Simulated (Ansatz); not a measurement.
Something may be wrong with this Ansatz 0.2.0 calculation of SiO2.

Contents of input.yaml:

```yaml
crystal:
  lattice:
    - [4.97558882, 0.0, 0.0]
    - [0.0, 4.97558882, 0.0]
    - [0.0, 0.0, 6.90088944]
  atoms:
    - { symbol: Si, position: [0.80324656, 0.80324656, 0.5] }
    - { symbol: Si, position: [0.69675344, 0.30324656, 0.25] }
    - { symbol: Si, position: [0.30324656, 0.69675344, 0.75] }
    - { symbol: Si, position: [0.19675344, 0.19675344, 0.0] }
    - { symbol: O, position: [0.76175763, 0.11038707, 0.43204156] }
    - { symbol: O, position: [0.88961293, 0.23824237, 0.06795844] }
    - { symbol: O, position: [0.11038707, 0.76175763, 0.56795844] }
    - { symbol: O, position: [0.26175763, 0.38961293, 0.81795844] }
    - { symbol: O, position: [0.23824237, 0.88961293, 0.93204156] }
    - { symbol: O, position: [0.73824237, 0.61038707, 0.31795844] }
    - { symbol: O, position: [0.38961293, 0.26175763, 0.18204156] }
    - { symbol: O, position: [0.61038707, 0.73824237, 0.68204156] }
hamiltonian:
  xc: lda
  pseudopotentials: { kind: paw }
kpoints:
  mp_grid: { grid: [6, 6, 4] }
scf:
  occupations: { method: fermi_dirac, width: 0.05 }
  max_iter: 60
output:
  forces: true
  stress: true
  eigenvalues: true
relax:
  f_tol: 0.01
  max_steps: 2
  cell: { stress_tol: 0.05 }
```

Potentials or basis: Ansatz PAW.

Launch:

```console
$ ansatz run input.yaml --threads 4 --pin off --max-ram 11264MiB --backend cpu --events-out ev --progress --plain --runs-dir out
```

Output:

```text
[... 96 lines left out ...]
  k-point 2: bands = ["-17.8312", "-17.8312", "-16.3345", "-16.3345", "-15.8758", "-15.8758", "-15.8737", "-15.8737", "-7.7005", "-7.7005", "-5.0582", "-5.0582", "-4.3948", "-4.3948", "-4.2388", "-4.2388", "-1.7660", "-1.7660", "-1.4173", "-1.4173", "-0.9547", "-0.9547", "-0.7685", "-0.7685", "-0.7590", "-0.7590", "0.2894", "0.2894", "0.5985", "0.5985", "0.7558", "0.7558", "7.9272", "7.9272", "10.3306", "10.3306", "10.6531", "10.6531", "11.3722", "11.3722", "11.5883", "11.5883", "12.4335", "12.4335"]
  k-point 29: bands = ["-17.1126", "-17.1126", "-17.1126", "-17.1126", "-15.9505", "-15.9505", "-15.9505", "-15.9505", "-6.2799", "-6.2799", "-6.2799", "-6.2799", "-3.9331", "-3.9331", "-3.9331", "-3.9331", "-1.8978", "-1.8978", "-1.8978", "-1.8978", "-1.1336", "-1.1336", "-1.1336", "-1.1336", "-0.2085", "-0.2085", "-0.2085", "-0.2085", "0.5378", "0.5378", "0.5378", "0.5378", "10.1487", "10.1487", "10.1487", "10.1487", "10.7657", "10.7657", "10.7657", "10.7657", "11.2981", "11.2981", "11.2981", "11.2981"]
End of that report.
this run last wrote the structure of step 2 to <dir>
Error: variable-cell relaxation did not converge after 2 steps: max|allowed force component| = 4.46e-2 eV/Å (threshold 1.0e-2), largest principal stress residual = 8.38e-1 GPa on the free part of the cell (threshold 5.0e-2). Raise `relax.max_steps` over both its present limit and 2, loosen the thresholds, or start from a cell closer to the target (`relax.cell.p_target` or `relax.cell.sigma_target`). Where this run's directory can be resumed (`checkpoint.write`), a resume goes on for up to `relax.max_steps` more
```

Q: What happened, and what is wrong with the input?

A: The run did not converge. The input holds a flaw that was put in on purpose: too few relaxation steps.

A sound run on the same cell differs in these lines of the main input:
```diff
@@ -26 +25,0 @@
-  max_iter: 60
@@ -33 +32 @@
-  max_steps: 2
+  max_steps: 40
```
